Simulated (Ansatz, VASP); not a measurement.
# One calculation of MgSiN, two programs

```xyz
3
Lattice="3.3630 0.0000 0.0000 0.0000 3.3980 0.0000 0.0000 0.0000 3.4689" Properties=species:S:1:pos:R:3 pbc="T T T"
Mg    0.0000    0.0000    0.0000
Si    1.6815    1.6990    1.7344
N     1.6815    1.6990    0.0000
```

Change from the starting cell: species swapped into the ErCoC type (Pmmm, No. 47).

Alike in both runs: task single point; functional PBE; k mesh 6 × 6 × 6; occupations gaussian, width 0.1 eV; collinear spin.

|  | VASP | Ansatz |
| --- | --- | --- |
| version | VASP 6.6.1 | Ansatz 0.2.0 |
| potentials or method | VASP PAW PBE potentials, release 64 (Mg, Si, N) | scalar-relativistic, plane waves, PAW |
| plane-wave cutoff (eV) | 520 | 420 |
| valence electrons in the cell | 11 | 19 |

Ansatz gave:

* gap on the k mesh at the Fermi level (eV): none
* pressure (GPa): 0.1
* largest component of the traceless stress (GPa): 18.35
* net moment per atom (μB): 0.00

Q: What did VASP give for the same quantities?

A: gap on the k mesh at the Fermi level (eV): none; pressure (GPa): -0.3; largest component of the traceless stress (GPa): 18.43; net moment per atom (μB): 0.00.

A gap of «none» marks a metal or a gap that the smearing closes. The two sets of potentials don't hold the same shells in valence. Ansatz warned: «seeded_moment_not_kept».
